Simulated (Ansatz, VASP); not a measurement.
# MgS (Niningerite) in VASP and in Ansatz

```
CELL_PARAMETERS angstrom
0.00000 2.60165 2.60165
2.60165 0.00000 2.60165
2.60165 2.60165 0.00000
ATOMIC_POSITIONS crystal
S 0.50000 0.50000 0.50000
Mg 0.00000 0.00000 0.00000
```

Alike in both runs: task relaxation of cell and atoms; functional PBEsol; k mesh 9 × 9 × 9; occupations fermi-dirac, width 0.05 eV; no spin polarisation.

|  | VASP | Ansatz |
| --- | --- | --- |
| version | VASP 6.6.1 | Ansatz 0.2.0 |
| potentials or method | VASP PAW PBE potentials, release 64 (S, Mg) | Ansatz PAW |
| plane-wave cutoff (eV) | 600 | 420 |
| valence electrons in the cell | 8 | 16 |

Ansatz gave:

```
gap on the k mesh at the Fermi level, each at its own relaxed structure (eV) : 2.86
relaxed volume (Å³/atom)                                                     : 17.39
relaxed cell length with the largest relative difference (Å)                 : 3.664
```

Task: Estimate VASP's values.

Result: gap on the k mesh at the Fermi level, each at its own relaxed structure (eV): 2.86; relaxed volume (Å³/atom): 17.36; relaxed cell length with the largest relative difference (Å): 3.662.

The two sets of potentials don't hold the same shells in valence.

Caveats: the PAW data sets were made with another functional, which shifts forces and pressure a little (VASP); an odd mesh through Γ misses points on the zone boundary, where band edges often lie (VASP); odd divisions of the mesh miss points on the zone boundary, where band edges often lie, so the gap on the mesh can be too wide (Ansatz); the plane-wave basis is chosen anew once the cell has moved, so the energies of steps on either side of that aren't comparable (Ansatz); the PAW data sets come from PBE, with cores solved anew for the run's functional, which leaves a small shift of forces and pressure (Ansatz). PBEsol gaps usually lie below the measured ones, often by a third to a half.
